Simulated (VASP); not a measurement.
AlN, 4 atoms in the cell. It takes space group P6_3mc (No. 186, hexagonal). Conventional cell: a = 3.130 Å, b = 3.130 Å, c = 5.018 Å, α = 90.00°, β = 90.00°, γ = 120.00°. Al (site symmetry 3m) is surrounded by 4 N at 1.90 to 1.91 Å. N (site symmetry 3m) is surrounded by 4 Al at 1.90 to 1.91 Å. The cell is a database's computed one.

| Property | Result |
| --- | --- |
| Program | VASP 6.6.1 |
| Task | single point |
| Functional | PBE |
| Potentials or basis | VASP PAW PBE potentials, release 64 (Al, N) |
| Cutoff | 520 eV |
| k mesh | 12 × 12 × 6 |
| Occupations | gaussian, width 0.02 eV |
| Spin | no spin polarisation |
| Dipole correction | no |
| Further INCAR settings | ALGO = Fast; EDIFF = 1e-06; NBANDS = 16 |

Potentials or basis: VASP PAW PBE potentials, release 64 (Al, N).

Run with:

```bash
$ cat potpaw_PBE.64/Al/POTCAR potpaw_PBE.64/N/POTCAR > POTCAR
$ mpirun -np 1 vasp_std > vasp.out
```

Hardware: 1 thread of Intel(R) Xeon(R) 6975P-C (Granite Rapids), with other jobs on the host.

Problem. Estimate the wall time of this run.

Solution. Wall time 14 s on 1 thread of Intel(R) Xeon(R) 6975P-C (Granite Rapids), with other jobs on the host, peak memory 0.17 GiB. Counts: scf iterations 13, k points 76.
